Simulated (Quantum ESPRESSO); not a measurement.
Runs of Quantum ESPRESSO 7.5 on MoS2. Symmetry: R3m, No. 160, trigonal system. The conventional cell has a = 3.160 Å, b = 3.160 Å, c = 18.450 Å, α = 90.00°, β = 90.00°, γ = 120.00°. Around Mo (site symmetry 3m) lie 6 S at 2.39 Å. S (site symmetry 3m) has 3 Mo at 2.39 Å as nearest neighbours. S (site symmetry 3m) is surrounded by 3 Mo at 2.39 Å. Measurements of this composition are mostly on another form, of space group No. 194.

```tsv
level	U	mixing beta	gap on the mesh (eV)	pressure (GPa)	largest force (eV/Å)
PBEsol+U	Mo d U = 8 eV	0.3	(c)	2.7	0.20
PBEsol+U	Mo d U = 2 eV	0.3	(b)	0.1	0.24
PBEsol+U	Mo d U = 1 eV	0.3	0.93	0.0	0.24
PBEsol+U	Mo d U = 4 eV	0.3	(a)	0.2	0.24
PBEsol	-	0.5	0.91	0.0	0.24
```

Alike in all rows: task single point; potentials or basis GBRV 1.5 PBEsol; no spin polarisation; cell as given; k mesh 10 × 10 × 10; cutoff (eV) 612; smearing fermi-dirac 0.05 eV.

Estimate the missing entries.

(a) 0.96; (b) 0.95; (c) 0.81.

A k mesh can miss the band edges, and the runs leave out spin-orbit coupling on Mo.
